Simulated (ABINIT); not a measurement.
Set up this calculation in ABINIT 10.8.3 (patched build), as the native input.

| Item | Value |
| --- | --- |
| Task | band structure |
| Functional | WC |
| Potentials or basis | JTH PAW PBE v2.0 |
| Cutoff | 490 eV |
| k mesh | 10 × 10 × 10 |
| Occupations | fermi-dirac, width 0.05 eV |
| Spin | no spin polarisation |
| Fine-grid cutoff | 979.61 eV |

The system is BAs.

```xyz
2
Lattice="0.0000 2.3885 2.3885 2.3885 0.0000 2.3885 2.3885 2.3885 0.0000" Properties=species:S:1:pos:R:3 pbc="T T T"
As    3.5827    3.5827    3.5827
B     0.0000    0.0000    0.0000
```

One way to write it, as run:

run.abi

```
# Datasets: ground state, then fixed potential
ndtset 2

# Pseudopotentials
pp_dirpath "./"
pseudos "As.GGA_PBE-JTH.xml, B.GGA_PBE-JTH.xml"

# Structure
acell 3.3778490937 3.3778490937 3.3778490937 Angstrom
rprim
     0.0000000000     0.7071067812     0.7071067812
     0.7071067812     0.0000000000     0.7071067812
     0.7071067812     0.7071067812     0.0000000000
ntypat 2
znucl 33 5
natom 2
typat 1 2
xred
     0.7500000000     0.7500000000     0.7500000000
     0.0000000000     0.0000000000     0.0000000000

# Plane-wave basis
ecut 489.804952 eV
pawecutdg 36.0
pawxcdev 0

# Exchange and correlation
ixc 23

# Bands and occupations
occopt 3
tsmear 0.00183747

# SCF cycle
nstep 100

# Output
iomode 3
prtwf 0
prteig 0
prtebands 0
prtden1 1

# Dataset 1
kptopt1 1
ngkpt1 10 10 10
nshiftk1 1
shiftk1 0.0 0.0 0.0
nband1 13
tolvrs1 1.0e-9

# Dataset 2: bands along G-X-W-K-G-L-U-W-L-K
iscf2 -2
getden2 1
nband2 19
nbdbuf2 4
tolwfr2 1.0e-11
kptopt2 -9
ndivsm2 8
prteig2 1
kptbounds2
     0.0000000000     0.0000000000     0.0000000000
     0.5000000000     0.0000000000     0.5000000000
     0.5000000000     0.2500000000     0.7500000000
     0.3750000000     0.3750000000     0.7500000000
     0.0000000000     0.0000000000     0.0000000000
     0.5000000000     0.5000000000     0.5000000000
     0.6250000000     0.2500000000     0.6250000000
     0.5000000000     0.2500000000     0.7500000000
     0.5000000000     0.5000000000     0.5000000000
     0.3750000000     0.3750000000     0.7500000000
```

Potentials or basis: JTH PAW PBE v2.0.

Command:

```bash
$ abinit run.abi > log 2>&1
```

Results of the run:

```json
{"Pressure": "-0.6 GPa", "Band gap on the k mesh": "1.09 eV, indirect (least direct gap 3.25 eV)", "Band gap along the path": "1.10 eV, indirect (least direct gap 3.25 eV)", "Valence electrons inside the program's atomic spheres": "As 12.82; B 1.74"}
```

Caveat: the PAW data sets were made with another functional, which shifts forces and pressure a little.

It took 48 s on 1 thread of Arm Neoverse V1 (shared host), peak memory 0.12 GiB.
